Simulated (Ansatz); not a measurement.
FeS2: Electric field gradients

The cell is a refined structure from the COD, ions relaxed with PBE at fixed cell.

Space group Pa-3 (No. 205); a = 5.4178 Å.

```
site  Wyckoff  site symmetry       x       y       z
  Fe       4a           .-3.  0.0000  0.0000  0.0000
   S       8c            .3.  0.3828  0.3828  0.3828
```

One atom of each set is listed.

Method: Kohn–Sham DFT in Ansatz, LDA, plane waves and PAW, scalar-relativistic, collinear spin, 420 eV cutoff, Γ-centred 8×8×8 k-points, Fermi–Dirac smearing 0.05 eV. Start moments as typed (μB): 3 on each Fe, none on the rest.

C_Q = eQV_zz/h, which is 24.18 MHz for Q = 1 b and V_zz = 10²¹ V/m²; η = (V_xx − V_yy)/V_zz.

³³S: I = 3/2, Q = -69.40 mb. Quadrupole moments are those of Pyykkö's year-2017 table.

(1) Which values are expected at the nuclei?

## Answers

(1) 

| site | atoms | first shell | V_zz (10²¹ V/m²) | η | C_Q (MHz) |
| --- | --- | --- | --- | --- | --- |
| Fe | 4 | 6 S at 2.26 Å | -4.00 | 0.00 | – |
| S | 8 | 1 S at 2.20 Å, 3 Fe at 2.26 Å | 13.74 | 0.00 | -23.1 |

An axis of threefold or higher order runs through Fe and S, so V_zz lies along it and η is zero. The structure holds S–S bonds (2.20 Å).

Fe has no stable isotope with a ground-state quadrupole moment in the table, so no C_Q is given.

At this cell the LDA pressure is -12 GPa, so with LDA the cell would shrink if it were relaxed. With a gap of 0.4 eV under a smearing of 0.05 eV the band edges are partly filled, so small gradients can hang on the smearing and the k-mesh. The start moments die out, and the run ends without spin.
